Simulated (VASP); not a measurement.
# MoS2 (P6_3/mmc) in VASP: notebook

Aim: see how the results for MoS2 move with the level of theory and the settings. Levels: PBE+D3(BJ), PBE. Tasks: relaxation of cell and atoms.

Everything below comes from runs of VASP 6.6.1. Logs are shortened: lines on timing, memory, paths and dates and some standing lists are left out, and cuts for length are marked.

### 1 Starting point

It takes space group P6_3/mmc (No. 194, hexagonal). Conventional cell: a = 3.149 Å, b = 3.149 Å, c = 12.089 Å, α = 90.00°, β = 90.00°, γ = 120.00°. Mo (site symmetry -6m2) is surrounded by 6 S at 2.40 Å. S (site symmetry 3m) is surrounded by 3 Mo at 2.40 Å.

### 2 Relaxation of cell and atoms, PBE+D3(BJ)

File INCAR:

```
ALGO = Normal ; EDIFF = 1E-7
EDIFFG = -0.005 ; ENCUT = 600
GGA = PE ; IBRION = 2
ISIF = 3 ; ISMEAR = 0
IVDW = 12 ; KPAR = 4
LASPH = True ; LCHARG = False
LREAL = False ; LWAVE = False
NELM = 80 ; NSW = 90
PREC = Accurate ; SIGMA = 0.03
```

File KPOINTS:

```
k-points
0
Gamma
  12 12 3
```

File POSCAR:

```
MoS2                                    
1.0
    3.1487811861      0.0000000000      0.0000000000
   -1.5743905931      2.7269244981     -0.0000000000
    0.0000000000      0.0000000000     12.0885171661
  Mo              S             
     2     4
Direct
     0.3333333332999970    0.6666666667000030    0.2500000000000000
     0.6666666667000030    0.3333333332999970    0.7500000000000000
     0.3333333332999970    0.6666666667000030    0.6205253140717246
     0.6666666667000030    0.3333333332999970    0.1205253140717245
     0.3333333332999970    0.6666666667000030    0.8794746859282754
     0.6666666667000030    0.3333333332999970    0.3794746859282756
```

Potentials or basis: VASP PAW PBE potentials, release 64 (Mo_sv, S).

Run with:

```
$ cat potpaw_PBE.64/Mo_sv/POTCAR potpaw_PBE.64/S/POTCAR > POTCAR
$ mpirun -np 4 vasp_std > vasp.out
```

OUTCAR:

```text
EDIFF = 1E-7
   EDIFFG = -0.005
   ENCUT = 600
   GGA = PE
   IBRION = 2
   ISIF = 3
   ISMEAR = 0
   IVDW = 12
   LASPH = True
   LREAL = False
   NELM = 80
   NSW = 90
   PREC = Accurate
 IVDW          = 12

 ion  position               nearest neighbor table
   1  0.333  0.667  0.250-   4 2.40   6 2.40   4 2.40   6 2.40   4 2.40   6 2.40
   2  0.667  0.333  0.750-   3 2.40   5 2.40   3 2.40   5 2.40   3 2.40   5 2.40
   3  0.333  0.667  0.621-   2 2.40   2 2.40   2 2.40
   4  0.667  0.333  0.121-   1 2.40   1 2.40   1 2.40
   5  0.333  0.667  0.879-   2 2.40   2 2.40   2 2.40
   6  0.667  0.333  0.379-   1 2.40   1 2.40   1 2.40

  LATTYP: Found a hexagonal cell.
 ALAT       =     3.1487811861
 C/A-ratio  =     3.8391099450

  Lattice vectors:

 A1 = (   3.1487811861,   0.0000000000,   0.0000000000)
 A2 = (  -1.5743905931,   2.7269244981,   0.0000000000)
 A3 = (   0.0000000000,   0.0000000000,  12.0885171661)

Analysis of symmetry for initial positions (statically):
=====================================================================
 Subroutine PRICEL returns:
 Original cell was already a primitive cell.

 Routine SETGRP: Setting up the symmetry group for a
 hexagonal supercell.

 Subroutine GETGRP returns: Found 24 space group operations
 (whereof 12 operations were pure point group operations)
 out of a pool of 24 trial point group operations.

The static configuration has the point symmetry D_3d.
 The point group associated with its full space group is D_6h.

Analysis of symmetry for dynamics (positions and initial velocities):
=====================================================================
 Subroutine PRICEL returns:
 Original cell was already a primitive cell.

 Routine SETGRP: Setting up the symmetry group for a
 hexagonal supercell.

 Subroutine GETGRP returns: Found 24 space group operations
 (whereof 12 operations were pure point group operations)
 out of a pool of 24 trial point group operations.

The dynamic configuration has the point symmetry D_3d.
 The point group associated with its full space group is D_6h.

 Subroutine INISYM returns: Found 24 space group operations
 (whereof 12 operations are pure point group operations),
 and found     1 'primitive' translations

----------------------------------------------------------------------------------------

                                     Primitive cell

  volume of cell :     103.7979

  direct lattice vectors                    reciprocal lattice vectors
     3.148781186  0.000000000  0.000000000     0.317583198  0.183356745  0.000000000
    -1.574390593  2.726924498  0.000000000     0.000000000  0.366713490  0.000000000
     0.000000000  0.000000000 12.088517166     0.000000000  0.000000000  0.082723132

  length of vectors
     3.148781186  3.148781186 12.088517166     0.366713490  0.366713490  0.082723132

  position of ions in fractional coordinates (direct lattice)
     0.333333333  0.666666667  0.250000000
     0.666666667  0.333333333  0.750000000
     0.333333333  0.666666667  0.620525314
     0.666666667  0.333333333  0.120525314
     0.333333333  0.666666667  0.879474686
     0.666666667  0.333333333  0.379474686

  ion indices of the primitive-cell ions
   primitive index   ion index
                 1           1
                 2           2
                 3           3
                 4           4
                 5           5
                 6           6

----------------------------------------------------------------------------------------

 KPOINTS: k-points

Automatic generation of k-mesh.
 Grid dimensions read from file:
 generate k-points for:   12   12    3

 Generating k-lattice:

  Cartesian coordinates                     Fractional coordinates (reciprocal lattice)
     0.026465267  0.015279729  0.000000000     0.083333333  0.000000000  0.000000000
     0.000000000  0.030559458  0.000000000     0.000000000  0.083333333  0.000000000
     0.000000000  0.000000000  0.027574377     0.000000000  0.000000000  0.333333333

  Length of vectors
     0.030559458  0.030559458  0.027574377

  Shift w.r.t. Gamma in fractional coordinates (k-lattice)
     0.000000000  0.000000000  0.000000000

 Subroutine IBZKPT returns following result:
 ===========================================

 Found     38 irreducible k-points:

 Following reciprocal coordinates:
            Coordinates               Weight
  0.000000  0.000000  0.000000      1.000000
  0.083333  0.000000  0.000000      6.000000
  0.166667 -0.000000  0.000000      6.000000
  0.250000 -0.000000  0.000000      6.000000
  0.333333  0.000000  0.000000      6.000000
  0.416667  0.000000  0.000000      6.000000
[... 16 lines left out ...]
  0.250000 -0.000000  0.333333     12.000000
  0.333333  0.000000  0.333333     12.000000
 [... further k-points ...]
   k-points           NKPTS =     38   k-points in BZ     NKDIM =     38   number of bands    NBANDS=     31
   number of dos      NEDOS =    301   number of ions     NIONS =      6
   total plane-waves  NPLWV =  76832
   dimension x,y,z NGX =    28 NGY =   28 NGZ =   98
   dimension x,y,z NGXF=    56 NGYF=   56 NGZF=  196
   ions per type =               2   4
   NGX,Y,Z   is equivalent  to a cutoff of  14.78, 14.78, 13.48 a.u.
   NGXF,Y,Z  is equivalent  to a cutoff of  29.57, 29.57, 26.95 a.u.
 SYSTEM =  unknown system
   PREC   = accura    normal or accurate (medium, high low for compatibility)
   ISTART =      0    job   : 0-new  1-cont  2-samecut
   ICHARG =      2    charge: 1-file 2-atom 10-const
   ISPIN  =      1    spin polarized calculation?
   LNONCOLLINEAR =      F non collinear calculations
   LSORBIT =      F    spin-orbit coupling
   LASPH  =      T    aspherical Exc in radial PAW
   ENCUT  =  600.0 eV  44.10 Ry    6.64 a.u.   6.29  6.29 24.14*2*pi/ulx,y,z
   NELM   =     80;   NELMIN=  2; NELMDL= -5     # of ELM steps
   EDIFF  = 0.1E-06   stopping-criterion for ELM
   LREAL  =      F    real-space projection
   EDIFFG = -.5E-02   stopping-criterion for IOM
   NSW    =     90    number of steps for IOM
   IBRION =      2    ionic relax: 0-MD 1-quasi-New 2-CG
   NFREE  =      1    steps in history (QN), initial steepest desc. (CG)
   ISIF   =      3    stress and relaxation
   ISYM   =      2    0-nonsym 1-usesym 2-fastsym
   POTIM  = 0.5000    time-step for ionic-motion
   TEBEG  =    0.0;   TEEND  =   0.0 temperature during run
   PSTRESS=    0.0 pullay stress
   NELECT =      52.0000    total number of electrons
   NUPDOWN=      -1.0000    fix difference up-down
   EMIN   =  10.00;   EMAX   =-10.00  energy-range for DOS
   EFERMI =   0.00;   METHOD = LEGACY
   ISMEAR =     0;   SIGMA  =   0.03  broadening in eV -4-tet -1-fermi 0-gaus
   EFERMI_NEDOS =   21; number of points for ismear=-14 and -15
   IALGO  =     38    algorithm
   IMIX   =      4    mixing-type and parameters
     AMIX     =   0.40;   BMIX     =  1.00
     AMIX_MAG =   1.60;   BMIX_MAG =  1.00
  volume/ion in A,a.u.               =      17.30       116.74
  Fermi-wavevector in a.u.,A,eV,Ry     =   1.300209  2.457038 23.001230  1.690543
  Thomas-Fermi vector in A             =   2.431422
   LORBIT       =      0    0 simple, 1 ext, 2 COOP (PROOUT), +10 PAW based schemes
   GGA     = PE    functional components
   LHFCALC =     F    Hartree Fock is set to
   AEXX    =    0.0000 exact exchange contribution
   IVDW    =    12    specifies the selected vdW correction
   LEPSILON=     F    determine dielectric tensor
   LRPA    =     F    only Hartree local field effects (RPA)
 conjugate gradient relaxation of ions
 non-spin polarized calculation
 Gauss-broadening in eV      SIGMA  =   0.03
  energy-cutoff  :      600.00
  volume of cell :      103.80
 maximum number of plane-waves:      3505
 NGX is ok and might be reduce to    28
   NGX = 13   NGY = 13   NGZ = 49

 number of electron      51.9999995 magnetization

 Free energy of the ion-electron system (eV)
  ---------------------------------------------------
  ext. energy  EPLUGINS =         0.00000000
  ---------------------------------------------------
  free energy    TOTEN  =       -43.54547789 eV

  energy without entropy =      -43.54547789  energy(sigma->0) =      -43.54547789

 E-fermi :   8.1202     XC(G=0): -11.0163

 val. band max:        7.9540668182   @ k =   0.0000   0.0000   0.0000
 cond. band min:       8.7544264458   @ k =   0.1667   0.1667   0.0000
 fundamental gap:      0.8003596276
 Fermi energy:         8.1201603990

 k-point     1 :       0.0000    0.0000    0.0000
  band No.  band energies     occupation
      1     -53.5849      2.00000
      2     -53.5849      2.00000
      3     -27.7498      2.00000
      4     -27.7497      2.00000
      5     -27.5078      2.00000
      6     -27.5078      2.00000
[... 23 lines left out ...]
     30      10.0857      0.00000
     31      10.1884      0.00000

 k-point     2 :       0.0833    0.0000    0.0000
  band No.  band energies     occupation
      1     -53.5820      2.00000
      2     -53.5820      2.00000
      3     -27.7442      2.00000
      4     -27.7441      2.00000
      5     -27.5364      2.00000
      6     -27.5364      2.00000
[... 23 lines left out ...]
     30      10.0550      0.00000
     31      10.1319      0.00000

 k-point     3 :       0.1667   -0.0000    0.0000
  band No.  band energies     occupation
      1     -53.5741      2.00000
      2     -53.5741      2.00000
      3     -27.7288      2.00000
      4     -27.7287      2.00000
      5     -27.6137      2.00000
      6     -27.6137      2.00000
[... 703 lines left out ...]
     30       9.6960      0.00000
     31      10.3383      0.00000

 k-point    24 :       0.3333    0.0000    0.3333
  band No.  band energies     occupation
      1     -53.5525      2.00000
      2     -53.5525      2.00000
      3     -27.8205      2.00000
      4     -27.8205      2.00000
      5     -27.6866      2.00000
      6     -27.6866      2.00000
[... 23 lines left out ...]
     30       9.8174      0.00000
     31      10.7021      0.00000

 [... further k-points ...]

------------------------ aborting loop because EDIFF is reached ----------------------------------------

 Edisp (eV)   -2.62633

 E8    (eV) :    -1.0590

  FORCE on cell =-STRESS in cart. coord.  units (eV):
  Direction    XX          YY          ZZ          XY          YZ          ZX
  --------------------------------------------------------------------------------------
  -------------------------------------------------------------------------------------
  Total      -0.00995    -0.00995    -0.01253     0.00000     0.00000     0.00000
  in kB      -0.15355    -0.15355    -0.19341     0.00000     0.00000     0.00000
  external pressure =       -0.17 kB  Pullay stress =        0.00 kB

 VOLUME and BASIS-vectors are now :
 -----------------------------------------------------------------------------
  energy-cutoff  :      600.00
  volume of cell :      103.80
      direct lattice vectors                 reciprocal lattice vectors
     3.148781186  0.000000000  0.000000000     0.317583198  0.183356745  0.000000000
    -1.574390593  2.726924498  0.000000000     0.000000000  0.366713490  0.000000000
     0.000000000  0.000000000 12.088517166     0.000000000  0.000000000  0.082723132

 POSITION                                       TOTAL-FORCE (eV/Angst)
 -----------------------------------------------------------------------------------
     -0.00000      1.81795      3.02213        -0.000000      0.000000     -0.000000
      1.57439      0.90897      9.06639         0.000000     -0.000000     -0.000000
     -0.00000      1.81795      7.50123        -0.000000     -0.000000     -0.001953
      1.57439      0.90897      1.45697         0.000000     -0.000000     -0.001953
     -0.00000      1.81795     10.63154        -0.000000      0.000000      0.001953
      1.57439      0.90897      4.58729         0.000000      0.000000      0.001953
 -----------------------------------------------------------------------------------
    total drift:                               -0.000000      0.000000     -0.000000

  FREE ENERGIE OF THE ION-ELECTRON SYSTEM (eV)
  ---------------------------------------------------
  free  energy   TOTEN  =       -46.1718077952 eV

  energy  without entropy=      -46.1718077952  energy(sigma->0) =      -46.17180780

 reached required accuracy - stopping structural energy minimisation
```

Wall time 39 s (4 MPI ranks of Intel Xeon Platinum 8488C (Sapphire Rapids), shared host); peak memory 0.32 GiB.

What came out:

```yaml
Free_energy: -46.1718 eV
Pressure_after_relaxing: 0.0 GPa
Band_gap_on_the_k_mesh: 0.80 eV, indirect (least direct gap 1.71 eV)
Dispersion_energy_per_atom: -0.438 eV
```

Final structure:
```
Mo S
1.0
     3.14878    0.00000    0.00000
    -1.57439    2.72692    0.00000
     0.00000    0.00000   12.08852
Mo S
2 4
Direct
  0.33333 0.66667 0.25000
  0.66667 0.33333 0.75000
  0.33333 0.66667 0.62053
  0.66667 0.33333 0.12053
  0.33333 0.66667 0.87947
  0.66667 0.33333 0.37947
```

Caveat: the relaxation stopped at its first step, so nothing moved; an odd mesh through Γ misses points on the zone boundary, where band edges often lie.

(Continued in part 2 of 2.)
